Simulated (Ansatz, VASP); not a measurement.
## Two plane-wave programs on LiH

```
Li H
1.0
     0.00000    2.14512    2.14512
     2.04065    0.00000    2.14512
     2.04065    2.14512    0.00000
Li H
1 1
Direct
  0.00000 0.00000 0.00000
  0.25000 0.25000 0.25000
```

Change from the starting cell: uniaxial_x strain -4.9%.

Alike in both runs: task single point; functional r2SCAN; k mesh 10 × 10 × 10; no spin polarisation.

|  | VASP | Ansatz |
| --- | --- | --- |
| version | VASP 6.6.1 | Ansatz 0.2.0 |
| potentials or method | VASP PAW PBE potentials, release 64 (Li_sv, H) | plane waves, PAW |
| plane-wave cutoff (eV) | 520 | 500 |
| occupations | gaussian, width 0.01 eV | fixed |
| valence electrons in the cell | 4 | 4 |

```csv
,VASP,Ansatz,Ansatz less VASP
gap on the k mesh at the Fermi level (eV),4.77,4.71,-0.066
```

 A k mesh can miss the band edges.
